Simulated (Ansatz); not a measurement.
**ZnGa2O4: the band gap up the ladder of functionals**

The task here is to estimate one member of a computed series from the others.

Program: Ansatz 0.2.0. PAW datasets, plane waves. The values are computed, spin-unpolarised, and not measurements.

**The system as given**

The cell was relaxed beforehand with r2SCAN.

It is cubic, Fd-3m (No. 227); conventional cell a = 8.328 Å, 10.31 Å³ an atom. Around Zn lie 4 O at 1.97 Å; around Ga lie 6 O at 1.99 Å; around O lie 1 Zn at 1.97 Å and 3 Ga at 1.99 Å.

As a file:

```
Zn Ga O
1.0
     0.00000    4.16406    4.16406
     4.16406    0.00000    4.16406
     4.16406    4.16406    0.00000
Zn Ga O
2 4 8
Direct
  0.50000 0.50000 0.50000
  0.75000 0.75000 0.75000
  0.12500 0.12500 0.62500
  0.12500 0.62500 0.12500
  0.62500 0.12500 0.12500
  0.12500 0.12500 0.12500
  0.88660 0.34021 0.88660
  0.36340 0.36340 0.90979
  0.36340 0.36340 0.36340
  0.90979 0.36340 0.36340
  0.88660 0.88660 0.88660
  0.34021 0.88660 0.88660
  0.36340 0.90979 0.36340
  0.88660 0.88660 0.34021
```

The first run:

input.yaml reads:

```yaml
crystal:
  lattice:
    - [0.0, 4.1640582469, 4.1640582469]
    - [4.1640582469, 0.0, 4.1640582469]
    - [4.1640582469, 4.1640582469, 0.0]
  atoms:
    - { symbol: Zn, position: [0.5, 0.5, 0.5] }
    - { symbol: Zn, position: [0.75, 0.75, 0.75] }
    - { symbol: Ga, position: [0.125, 0.125, 0.625] }
    - { symbol: Ga, position: [0.125, 0.625, 0.125] }
    - { symbol: Ga, position: [0.625, 0.125, 0.125] }
    - { symbol: Ga, position: [0.125, 0.125, 0.125] }
    - { symbol: O, position: [0.8865955604, 0.3402133188, 0.8865955604] }
    - { symbol: O, position: [0.3634044396, 0.3634044396, 0.9097866812] }
    - { symbol: O, position: [0.3634044396, 0.3634044396, 0.3634044396] }
    - { symbol: O, position: [0.9097866812, 0.3634044396, 0.3634044396] }
    - { symbol: O, position: [0.8865955604, 0.8865955604, 0.8865955604] }
    - { symbol: O, position: [0.3402133188, 0.8865955604, 0.8865955604] }
    - { symbol: O, position: [0.3634044396, 0.9097866812, 0.3634044396] }
    - { symbol: O, position: [0.8865955604, 0.8865955604, 0.3402133188] }
kpoints:
  mp_grid: { grid: [6, 6, 6] }
  band_path:
    path:
      - [[0.0, 0.0, 0.0], [0.5, 1.296309856229e-34, 0.5], [0.625, 0.25, 0.625]]
      - [[0.375, 0.375, 0.75], [0.0, 0.0, 0.0], [0.5, 0.5, 0.5], [0.5, 0.25, 0.75], [0.5, 1.296309856229e-34, 0.5]]
    npoints: 10
hamiltonian:
  xc: pbe
scf:
  occupations: { method: fermi_dirac, width: 0.02 }
  n_extra_bands: 7
output:
  forces: true
  stress: true
  eigenvalues: true
```

Steps of the session up to this table: PBE band path; Single point with r2SCAN; HSE06; Single point with PBE+SOC; PBE0.

One table of the session follows, with a row left open; its other results are not shown here.

```
  level  gap (eV)
    PBE      2.63
 r2SCAN      3.24
  HSE06         ?
PBE+SOC      2.63
   PBE0      5.11
```

**Question.** Estimate the row for HSE06.

**Answer.** gap (eV): 4.40. In the column «gap (eV)» it lies between r2SCAN (3.24) and PBE0 (5.11).

Meshes: PBE 6×6×6, r2SCAN 6×6×6, HSE06 4×4×4, PBE+SOC 6×6×6, PBE0 4×4×4

What this shows: PBE+SOC gives the least gap, 2.63 eV, and PBE0 the largest, 5.11 eV. PBE reaches 60 % of the HSE06 value, and r2SCAN 74 %. PBE0 lies 0.71 eV above HSE06, which differs from it by screening the long-range exchange.

Limits of these values: Warnings in the runs' records: stress scf threshold loose, stress exchange threshold loose.
